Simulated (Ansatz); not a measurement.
# Ti: the cost of one run

Program: Ansatz 0.2.0. Level of theory: DFT PBE, scalar-relativistic, plane waves, PAW. These are calculated values, not measurements.

1 further run of the same task is left out (set aside as unsound or not needed).

### 1 The starting structure

The structure is cubic, space group Fd-3m (No. 227). The conventional cell has a = 5.470 Å, b = 5.470 Å, c = 5.470 Å, α = 90.00°, β = 90.00°, γ = 90.00°. Around Si (site symmetry -43m) lie 4 Si at 2.37 Å.

Coordinates:

```
Si
1.0
     0.00000    2.73488    2.73488
     2.73488    0.00000    2.73488
     2.73488    2.73488    0.00000
Si
2
Direct
  0.50000 0.50000 0.50000
  0.75000 0.75000 0.75000
```

This cell was relaxed beforehand with the same method: volume 20.46 Å³/atom, gap on the mesh 0.62 eV.

### 2 The film's bulk: Ti

Relaxed beforehand at this level: -2499.6672 eV/atom, gap on the mesh none (metal).

```
Ti
1.0
     2.93846    0.00000    0.00000
    -1.46923    2.54478    0.00000
     0.00000    0.00000    4.65063
Ti
2
Direct
  0.33333 0.66667 0.25000
  0.66667 0.33333 0.75000
```

The bulk reference of Si, the base, comes from a run made before at the same settings: -635.8098 eV/atom.

### 3 Ti strained to the base's plane

The (101) plane of Ti is fitted to the (100) plane of Si, a strain of -0.6 % along x and -3.4 % along y; the third vector and the atoms relax.

File input.yaml:

```yaml
crystal:
  lattice:
    - [5.4697623855, 0.0, 0.0]
    - [-2.7348811927, 8.2046435782, 0.0]
    - [-1.6111471366, 1.0523496133, 2.2873640174]
  atoms:
    - { symbol: Ti, position: [0.25, 0.4444444444, 0.5833333333] }
    - { symbol: Ti, position: [0.25, 0.1111111111, 0.5833333333] }
    - { symbol: Ti, position: [0.25, 0.7777777778, 0.5833333333] }
    - { symbol: Ti, position: [0.75, 0.5555555556, 0.4166666667] }
    - { symbol: Ti, position: [0.75, 0.2222222222, 0.4166666667] }
    - { symbol: Ti, position: [0.75, 0.8888888889, 0.4166666667] }
basis:
  ecutwfc: 420
kpoints:
  mp_grid: { grid: [7, 5, 15] }
hamiltonian:
  xc: pbe
scf:
  occupations: { method: gaussian, width: 0.1 }
output:
  forces: true
  stress: true
  eigenvalues: true
relax:
  adjacent_minimum: "off"
  f_tol: 0.01
  max_steps: 50
  cell: { fix: [a, b, gamma], stress_tol: 0.1 }
```

Command:

```bash
$ ansatz run input.yaml --threads 4 --pin off --max-ram 10240MiB --backend cpu --events-out ev --progress --plain --runs-dir out
```

Q: Estimate wall time and peak memory on 4 threads of Arm Neoverse V1, shared host.

About 2.2 min, with a peak of 1.1 GiB.
